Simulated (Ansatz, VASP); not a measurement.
One calculation of BaTiO3, two programs

```
Ba Ti O
1.0
     3.76367    0.00000    0.00000
     0.00000    2.66132    2.66132
     0.00000   -2.66132    2.66132
Ba Ti O
1 1 3
Direct
  0.00000 0.99598 0.99598
  0.50000 0.49598 0.49598
  0.50000 0.99598 0.49598
  0.50000 0.49598 0.99598
  0.00000 0.49598 0.49598
```

Alike in both runs: functional r2SCAN; k mesh 6 × 6 × 6; occupations gaussian, width 0.02 eV; no spin polarisation; Hubbard terms Ti d U = 4.0 eV.

Ansatz relaxed the structure, and its values are those at the end. VASP's run is a single point on that final structure, the one shown.

|  | VASP | Ansatz |
| --- | --- | --- |
| version | VASP 6.6.1 | Ansatz 0.2.0 |
| potentials or method | VASP PAW PBE potentials, release 64 (Ba_sv, Ti_sv, O) | scalar-relativistic, plane waves, PAW |
| plane-wave cutoff (eV) | 520 | 500 |
| valence electrons in the cell | 40 | 40 |

VASP gave:

| Item | Value |
| --- | --- |
| gap on the k mesh at the Fermi level (eV) | 3.08 |
| least direct gap on the mesh (eV) | 3.08 |

Question: Estimate Ansatz's values.

Answer: gap on the k mesh at the Fermi level (eV): 3.06; least direct gap on the mesh (eV): 3.06.

The programs project onto different local orbitals, so the same U acts differently. Ansatz warned: «structure_snapped_to_symmetry».

Caveats: spin-orbit coupling is left out, which moves the levels of the heavy elements. A k mesh can miss the band edges.
